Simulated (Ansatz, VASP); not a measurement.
# Two plane-wave programs on Sr

```
CELL_PARAMETERS angstrom
2.98567 -2.98924 0.00000
2.98567 2.98924 0.00000
0.00000 0.00000 6.14424
ATOMIC_POSITIONS crystal
Sr 0.74990 0.25010 0.75000
Sr 0.25010 0.74990 0.25000
```

Alike in both runs: functional PBE; k mesh 4 × 4 × 4; occupations gaussian, width 0.1 eV; no spin polarisation.

Ansatz relaxed the structure, and its values are those at the end. VASP's run is a single point on that final structure, the one shown.

|  | VASP | Ansatz |
| --- | --- | --- |
| version | VASP 6.6.1 | Ansatz 0.2.0 |
| potentials or method | VASP PAW PBE potentials, release 64 (Sr_sv) | scalar-relativistic, plane waves, PAW |
| plane-wave cutoff (eV) | 520 | 420 |
| valence electrons in the cell | 20 | 20 |

```csv
,VASP,Ansatz,Ansatz less VASP
gap on the k mesh at the Fermi level (eV),none,none,-
pressure (GPa),0.1,0.1,0.00
```

A gap of «none» marks a metal or a gap that the smearing closes. The functional is the same, so the differences come from potentials, cutoffs and numerics.

Caveats: the k mesh is coarse (spacing up to 0.37 Å⁻¹), so the values aren't converged.
